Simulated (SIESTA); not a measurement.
Input of a SIESTA 5.4.2 run:

CdSe.fdf

```
SystemName                      Cadmoselite
SystemLabel                     CdSe
NumberOfSpecies                 2
NumberOfAtoms                   4
%block ChemicalSpeciesLabel
  1  48 Cd
  2  34 Se
%endblock ChemicalSpeciesLabel

LatticeConstant                 1.0 Ang
%block LatticeVectors
     4.3000000000     0.0000000000     0.0000000000
    -2.1500000000     3.7239092363     0.0000000000
     0.0000000000     0.0000000000     7.0200000000
%endblock LatticeVectors
AtomicCoordinatesFormat         Fractional
%block AtomicCoordinatesAndAtomicSpecies
     0.6666666667     0.3333333333     0.5000000000  1  Cd
     0.3333333333     0.6666666667     0.0000000000  1  Cd
     0.6666666667     0.3333333333     0.8850000000  2  Se
     0.3333333333     0.6666666667     0.3850000000  2  Se
%endblock AtomicCoordinatesAndAtomicSpecies

%block kgrid.MonkhorstPack
    7   0   0  0.0
    0   7   0  0.0
    0   0   4  0.0
%endblock kgrid.MonkhorstPack
XC.Functional                   GGA
XC.Authors                      PBE
PAO.BasisSize                   DZP
PAO.EnergyShift                 0.003 Ry
Mesh.Cutoff                     800 Ry
OccupationFunction              FD
ElectronicTemperature           0.05 eV
MaxSCFIterations                120
SCF.MustConverge                false
SCF.Mixer.Method                Pulay
SCF.Mixer.Weight                0.25
SCF.Mixer.History               8
SCF.DM.Tolerance                5.0e-05
SCF.H.Tolerance                 1.0e-03 eV
WriteForces                     true
Charge.Mulliken                 end
Charge.Hirshfeld                end
Charge.Voronoi                  end
SaveRho                         true
SaveElectrostaticPotential      true
%block PAO.Basis
  Cd 5
  n=4 0 2
    2.625 0.000
  n=5 0 2
    7.565 0.000
  n=4 1 2
    2.973 0.000
  n=5 1 1
    7.565
  n=4 2 2
    4.575 0.000
  Se 4
  n=4 0 2
    5.139 0.000
  n=4 1 2
    6.735 0.000
  n=3 2 2
    2.657 0.000
  n=4 2 1
    6.735
%endblock PAO.Basis
```

Potentials or basis: PseudoDojo 0.4 standard (PBE files), DZP (energy shift 0.003 Ry; two zetas on semicore shells).

Command:

```sh
$ siesta < CdSe.fdf > CdSe.out 2>&1
```

Question: Predict the band gap on the k mesh.

Answer: 0.92 eV, direct.

Question: Predict the largest force.

Answer: 0.321 eV/Å.

Question: Estimate the Voronoi charges.

Answer: Cd +0.36; Se -0.36 e.

Question: Predict the pressure.

Answer: 3.2 GPa.

Forces in eV/Å, atoms in the order of the input:
```
Cd   0.000  0.000  0.321
Cd   0.000  0.000  0.321
Se   0.000  0.000 -0.321
Se   0.000  0.000 -0.321
```

Caveat: the basis of atomic orbitals isn't converged, which shifts pressures, moduli and gaps.

**Experimental background.**

From a printed reference work, data compilation, for a bulk crystal of CdSe at 2 K: band gap 1.841 eV.

Measured gap of CdSe: 1.841 eV (2 K; a printed reference work, data compilation). This calculation gives 0.92 eV (-0.92 eV). Spin-orbit coupling on Cd, Se is left out. The value is that of PBE in an atomic basis (PseudoDojo 0.4 standard (PBE files), DZP (energy shift 0.003 Ry; two zetas on semicore shells)), whose error adds to the functional's,, without temperature or zero-point motion. Semilocal functionals fall short of measured gaps as a rule.
